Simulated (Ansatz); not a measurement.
## Y: levels along high-symmetry lines

```
Y
1.0
     3.26580    0.00000    0.00000
     0.00000    3.26580    0.00000
     0.00000    0.00000    3.26580
Y
1
Cartesian
  0.0000 0.0000 0.0000
```

The cell was built from the sc type and relaxed in the same program, and has space group Pm-3m; it needn't be a known or the stable phase.

Spin polarisation is left out, and whether a magnetic state lies lower isn't shown here.

Level of theory: Ansatz 0.2.0, DFT, PBE, all-electron LAPW, scalar-relativistic.

Settings: a Γ-centred 11×11×11 k mesh, Fermi–Dirac smearing of 0.08 eV, basis error target 1 meV/atom, no spin polarisation.

Points in fractions of the reciprocal vectors of this cell: Γ (0, 0, 0), X (0, 0.5, 0), M (0.5, 0.5, 0), R (0.5, 0.5, 0.5). The path joins them by straight lines in the order Γ–X–M–Γ–R–X–R–M; legs that retrace an earlier one aren't tabulated. Energies are in eV from the Fermi level.

Problem. Metal or insulator at this level of theory?

Solution. No gap opens: metallic or semimetallic.

Problem. Tabulate bands 8 to 13, counted from the lowest band of the run, along the path.

Solution. 
```tsv
k (1/Å)	point	band 8	band 9	band 10	band 11	band 12	band 13
0.00	Γ	-22.64	-22.64	-4.44	-0.61	-0.61	5.18
0.14		-22.64	-22.64	-4.34	-0.58	-0.52	4.99
0.27		-22.63	-22.63	-4.05	-0.49	-0.28	4.52
0.41		-22.62	-22.62	-3.62	-0.36	0.04	3.97
0.55		-22.60	-22.60	-3.09	-0.20	0.30	3.47
0.69		-22.59	-22.59	-2.52	-0.06	0.33	3.07
0.82		-22.58	-22.58	-1.99	0.05	0.14	2.82
0.96	X	-22.58	-22.58	-1.75	-0.02	0.09	2.74
1.10		-22.61	-22.57	-1.63	-0.13	0.18	2.76
1.24		-22.71	-22.57	-1.31	-0.42	0.45	2.83
1.37		-22.84	-22.55	-0.89	-0.81	0.95	2.93
1.51		-22.99	-22.54	-1.20	-0.49	1.67	3.05
1.65		-23.12	-22.53	-1.53	-0.16	2.50	3.17
1.79		-23.21	-22.52	-1.74	0.07	3.21	3.25
1.92	M	-23.24	-22.52	-1.81	0.14	3.28	3.28
2.12		-23.21	-22.52	-1.68	-0.01	3.16	3.19
2.31		-23.13	-22.54	-1.50	-0.26	2.37	2.57
2.51		-23.01	-22.56	-1.99	-0.06	1.46	2.19
2.70		-22.88	-22.59	-2.86	-0.02	0.62	2.66
2.90		-22.76	-22.62	-3.68	-0.28	-0.04	3.77
3.09		-22.67	-22.63	-4.24	-0.52	-0.46	4.78
3.28	Γ	-22.64	-22.64	-4.44	-0.61	-0.61	5.18
3.52		-22.67	-22.67	-4.14	-0.43	-0.43	4.69
3.76		-22.74	-22.74	-3.31	0.07	0.07	3.65
4.00		-22.85	-22.85	-2.18	0.79	0.79	2.87
4.24		-22.97	-22.97	-1.25	0.94	0.94	2.72
4.47		-23.06	-23.06	-0.86	0.21	0.21	3.90
4.71		-23.13	-23.13	-0.66	-0.36	-0.36	5.46
4.95	R	-23.15	-23.15	-0.56	-0.56	-0.56	5.57
5.14		-23.13	-23.12	-0.65	-0.45	-0.38	5.49
5.34		-23.06	-23.05	-0.82	-0.13	0.12	3.97
5.53		-22.95	-22.93	-0.91	0.39	0.58	2.64
5.73		-22.82	-22.81	-0.83	0.10	1.07	1.56
5.92		-22.70	-22.69	-0.83	-0.56	0.76	1.82
6.12		-22.61	-22.61	-1.51	-0.21	0.26	2.47
6.31	X	-22.58	-22.58	-1.75	-0.02	0.09	2.74
7.67	R	-23.15	-23.15	-0.56	-0.56	-0.56	5.57
7.81		-23.15	-23.12	-0.65	-0.47	-0.47	5.72
7.95		-23.17	-23.04	-0.87	-0.19	-0.19	4.24
8.08		-23.18	-22.91	-1.15	0.27	0.27	2.88
8.22		-23.20	-22.77	-1.41	0.88	0.88	1.74
8.36		-23.22	-22.64	-1.63	0.87	1.62	1.62
8.50		-23.23	-22.55	-1.77	0.33	2.47	2.47
8.63	M	-23.24	-22.52	-1.81	0.14	3.28	3.28
```
